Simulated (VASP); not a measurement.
# SrTiO3: structure and properties in VASP, part 2 of 6

Aim: relax SrTiO3, then compute properties on the relaxed cell. The start is a cell from a database of measured crystal structures.

VASP 6.6.1; PBE; plane waves and PAW (Sr_sv, Ti_sv, O).

So far, gap on the k-mesh (eV): step 2 (relaxing cell and atoms (PBE)) 1.88. The relaxed cell has a = 5.563, c = 7.896 Å (conventional setting).

## 3. Second relaxation

The basis stayed that of the start cell while the cell moved. A rerun from the cell reached resets it; the error of the finite cutoff stays.

File INCAR:

```
SYSTEM = SrTiO3
PREC = Accurate
ENCUT = 520
EDIFF = 1E-06
NELM = 100
ISMEAR = 0
SIGMA = 0.05
LREAL = .FALSE.
ALGO = Normal
GGA = PE
NBANDS = 50
LASPH = .TRUE.
LORBIT = 11
LWAVE = .FALSE.
LCHARG = .FALSE.
KPAR = 8
IBRION = 2
NSW = 60
ISIF = 3
EDIFFG = -0.01
```

File POSCAR:

```
SrTiO3
1.0
   -2.7816033099      2.7816033099      3.9478048417
    2.7816033099     -2.7816033099      3.9478048417
    2.7816033099      2.7816033099     -3.9478048417
Sr Ti O
2 2 6
Direct
    0.7500000000      0.2500000000      0.5000000000
    0.2500000000      0.7500000000      0.5000000000
    0.0000000000      0.0000000000      0.0000000000
    0.5000000000      0.5000000000      0.0000000000
    0.2500000000      0.2500000000      0.0000000000
    0.7500000000      0.7500000000      0.0000000000
    0.7298819787      0.2298819787      0.9597639575
    0.2298819787      0.2701180213      0.5000000000
    0.2701180213      0.7701180213      0.0402360425
    0.7701180213      0.7298819787      0.5000000000
```

File KPOINTS:

```
Automatic mesh
0
Gamma
6 6 6
0 0 0
```

PAW data sets: Sr_sv, Ti_sv and O (PBE family, release 64).

On the command line:

```console
$ mpirun -np 8 vasp_std
```

Log:

```text
[banner, memory and clock lines left out]
running    8 mpi-ranks, on    1 nodes
 distrk:  each k-point on    1 cores,    8 groups
 distr:  one band on    1 cores,    1 groups

 POSCAR found type information on POSCAR SrTiO
 POSCAR found :  3 types and      10 ions
 [... a notice as in an earlier step ...]

 LDA part: xc-table for (Slater+PW92), standard interpolation
 POSCAR, INCAR and KPOINTS ok, starting setup
 FFT: planning ... GRIDC
 FFT: planning ... GRID_SOFT
 FFT: planning ... GRID
 WAVECAR not read
 entering main loop
       N       E                     dE             d eps       ncg     rms          rms(c)
DAV:   1     0.982340628611E+03    0.98234E+03   -0.40498E+04  3000   0.174E+03
DAV:   2     0.453933317408E+02   -0.93695E+03   -0.88634E+03  3316   0.502E+02
DAV:   3    -0.937669729448E+02   -0.13916E+03   -0.13586E+03  4004   0.185E+02
DAV:   4    -0.100800817265E+03   -0.70338E+01   -0.70191E+01  4432   0.412E+01
DAV:   5    -0.101123238658E+03   -0.32242E+00   -0.32215E+00  4400   0.689E+00    0.366E+01
DAV:   6    -0.798495123681E+02    0.21274E+02   -0.11559E+02  4396   0.717E+01    0.217E+01
DAV:   7    -0.803902271651E+02   -0.54071E+00   -0.19827E+01  4008   0.250E+01    0.151E+01
DAV:   8    -0.803253409110E+02    0.64886E-01   -0.31348E+00  4122   0.142E+01    0.409E+00
DAV:   9    -0.802234671141E+02    0.10187E+00   -0.76066E-01  4194   0.652E+00    0.136E+00
DAV:  10    -0.802447882149E+02   -0.21321E-01   -0.32526E-01  3672   0.272E+00    0.149E+00
DAV:  11    -0.802144256629E+02    0.30363E-01   -0.99251E-02  4024   0.239E+00    0.171E-01
DAV:  12    -0.802151522693E+02   -0.72661E-03   -0.11224E-02  3880   0.501E-01    0.151E-01
DAV:  13    -0.802149094681E+02    0.24280E-03   -0.14470E-03  4542   0.323E-01    0.487E-02
DAV:  14    -0.802150043653E+02   -0.94897E-04   -0.34524E-04  4144   0.155E-01    0.578E-02
DAV:  15    -0.802149614919E+02    0.42873E-04   -0.15225E-04  4030   0.126E-01    0.193E-02
DAV:  16    -0.802149628905E+02   -0.13987E-05   -0.33376E-05  4134   0.345E-02    0.664E-03
DAV:  17    -0.802149625103E+02    0.38024E-06   -0.15473E-06  2550   0.773E-03
   1 F= -.80214963E+02 E0= -.80214963E+02  d E =-.802150E+02
 curvature:   0.00 expect dE= 0.000E+00 dE for cont linesearch  0.000E+00
 trial: gam= 0.00000 g(F)=  0.606E-06 g(S)=  0.977E-04 ort = 0.000E+00 (trialstep = 0.100E+01)
 search vector abs. value=  0.984E-04
 bond charge predicted
       N       E                     dE             d eps       ncg     rms          rms(c)
DAV:   1    -0.802156513578E+02   -0.68847E-03   -0.20385E-02  3920   0.103E+00    0.228E-01
DAV:   2    -0.802150878343E+02    0.56352E-03   -0.20790E-03  3642   0.318E-01    0.805E-02
DAV:   3    -0.802149939098E+02    0.93925E-04   -0.60051E-04  3728   0.108E-01    0.314E-02
DAV:   4    -0.802149913840E+02    0.25258E-05   -0.10210E-04  4542   0.445E-02    0.262E-02
DAV:   5    -0.802149922515E+02   -0.86748E-06   -0.10556E-05  4584   0.240E-02    0.199E-02
DAV:   6    -0.802149948227E+02   -0.25712E-05   -0.16277E-05  4664   0.142E-02    0.939E-03
DAV:   7    -0.802149943499E+02    0.47275E-06   -0.34866E-06  3332   0.816E-03
   2 F= -.80214994E+02 E0= -.80214994E+02  d E =-.318396E-04
 trial-energy change:   -0.000032  1 .order   -0.000027   -0.000098    0.000044
 step:   0.7300(harm=  0.6926)  dis= 0.00004  next Energy=   -80.215000 (dE=-0.376E-04)
 reached required accuracy - stopping structural energy minimisation
```

Run time: 37 s. Hardware: 8 MPI ranks of Intel Xeon 6975P-C (Granite Rapids), shared host; peak memory 3.2 GiB.

Parts of OUTCAR (step 3):

```text
  LATTYP: Found a body centered tetragonal cell.
 ALAT       =     5.5632066198
 C/A-ratio  =     1.4192551568

 Found     30 irreducible k-points:

   ENCUT  =  520.0 eV  38.22 Ry    6.18 a.u.  10.36 10.36 10.36*2*pi/ulx,y,z

   NELECT =      80.0000    total number of electrons

 E-fermi :   4.1096

 k-point     1 :       0.0000    0.0000    0.0000
  band No.  band energies     occupation
    ...
     36       3.5484      2.00000
     37       3.5484      2.00000
     38       3.7744      2.00000
     39       3.8668      2.00000
     40       3.8668      2.00000
     41       5.7457      0.00000
     42       5.7457      0.00000
     43       5.7563      0.00000
     44       7.8315      0.00000
     45       8.0197      0.00000
    ...

 k-point     2 :       0.1667    0.0000    0.0000
  band No.  band energies     occupation
    ...
     36       3.3196      2.00000
     37       3.3440      2.00000
     38       3.6690      2.00000
     39       3.6919      2.00000
     40       3.7759      2.00000
     41       5.9930      0.00000
     42       6.0420      0.00000
     43       6.0555      0.00000
     44       7.9295      0.00000
     45       8.0316      0.00000
    ...

  Total       -0.0496652     -0.0496652     -0.0321909      0.0000000      0.0000000      0.0000000
  in kB       -0.6505509     -0.6505509     -0.4216593      0.0000000      0.0000000      0.0000000
  external PRESSURE =      -0.5742537 kB  Pullay stress =       0.0000000 kB

  energy-cutoff  :      520.00
  volume of cell :      122.32
      direct lattice vectors                 reciprocal lattice vectors
    -2.782315337  2.782315337  3.950108516     0.000000000  0.179706446  0.126578801
     2.782315337 -2.782315337  3.950108516     0.179706446  0.000000000  0.126578801
     2.782315337  2.782315337 -3.950108516     0.179706446  0.179706446  0.000000000

 POSITION                                       TOTAL-FORCE (eV/Angst)
 -----------------------------------------------------------------------------------
      0.00000      2.78232      1.97505         0.000000      0.000000      0.000000
      2.78232      0.00000      1.97505         0.000000      0.000000      0.000000
      5.56463      0.00000      0.00000         0.000000      0.000000      0.000000
      2.78232      2.78232      0.00000         0.000000      0.000000      0.000000
      2.78232      2.78232     -1.97505         0.000000      0.000000      0.000000
      2.78232      2.78232      1.97505         0.000000      0.000000      0.000000
      1.27915      4.06146     -0.00000        -0.001138     -0.001138     -0.000000
      1.50317      1.27915     -0.00000         0.001138     -0.001138     -0.000000
      1.50317     -1.27915      3.95011         0.001138      0.001138      0.000000
      1.27915      1.50317      3.95011        -0.001138      0.001138      0.000000
 -----------------------------------------------------------------------------------
    total drift:                                0.000000      0.000000      0.000000

  FREE ENERGIE OF THE ION-ELECTRON SYSTEM (eV)
  ---------------------------------------------------
  free  energy   TOTEN  =       -80.2149943499 eV

  energy  without entropy=      -80.2149943499  energy(sigma->0) =      -80.21499435

 total charge
# of ion       s       p       d       tot
------------------------------------------
    1        1.998   5.794   0.198   7.989
    2        1.998   5.794   0.198   7.989
    3        2.221   6.296   1.723  10.241
    4        2.221   6.296   1.723  10.241
    5        1.563   3.477   0.000   5.040
    6        1.563   3.477   0.000   5.040
    7        1.563   3.479   0.000   5.043
    8        1.563   3.479   0.000   5.043
    9        1.563   3.479   0.000   5.043
   10        1.563   3.479   0.000   5.043
--------------------------------------------------
tot         17.819  45.051   3.842  66.712

[... 5 parts as in an earlier step ...]

[... 7 further parts left out ...]
```

CONTCAR:

```
SrTiO3
   1.00000000000000
    -2.7823153371686251    2.7823153371686251    3.9501085156582874
     2.7823153371686251   -2.7823153371686251    3.9501085156582874
     2.7823153371686251    2.7823153371686251   -3.9501085156582874
  Sr              Ti              O
     2     2     6
Direct
     0.7500000000000000    0.2500000000000000    0.5000000000000000
     0.2500000000000000    0.7500000000000000    0.5000000000000000
     0.0000000000000000    1.0000000000000000    1.0000000000000000
     0.5000000000000000    0.5000000000000000    1.0000000000000000
     0.2500000000000000    0.2500000000000000    1.0000000000000000
     0.7500000000000000    0.7500000000000000    1.0000000000000000
     0.7298711107568674    0.2298711107568673    0.9597422216137365
     0.2298711107568673    0.2701288892431327    0.5000000000000000
     0.2701288892431327    0.7701288892431326    0.0402577783862635
     0.7701288892431326    0.7298711107568674    0.5000000000000000
```

Little changed from the start: no atom moved by 0.005 Å and no cell edge by 0.1 %.

Numbers from this step:

| Property | Result |
| --- | --- |
| free energy (TOTEN) | -80.2150 eV |
| Fermi energy | 4.110 eV |
| pressure | -0.05743 GPa |
| SCF cycles over all ionic steps | 24 |
| gap on the k-mesh | 1.879 eV |
| least direct gap on the k-mesh | 1.879 eV |

It ends with a largest force of 0.002 eV/Å and a pressure of -0.06 GPa. The volume moved by only 0.11 %, so the volume is settled.

(Part 2 of 6 ends here.)

[Lines on the potential files, build, host, timing and source positions are cut from VASP's logs without a mark.]

[Logs are printed without paths, hosts, clocks, repeated set-up lines and the standing remarks that a program may print on its own settings, such as how far it seeks lower states.]

[Hosts, paths, dates, database ids (printed as entryN), source tags and the programs' standing remarks are cut or masked in the printed files.]

[A measured line is paired with the nearest computed mode of its activity, which favours agreement.]
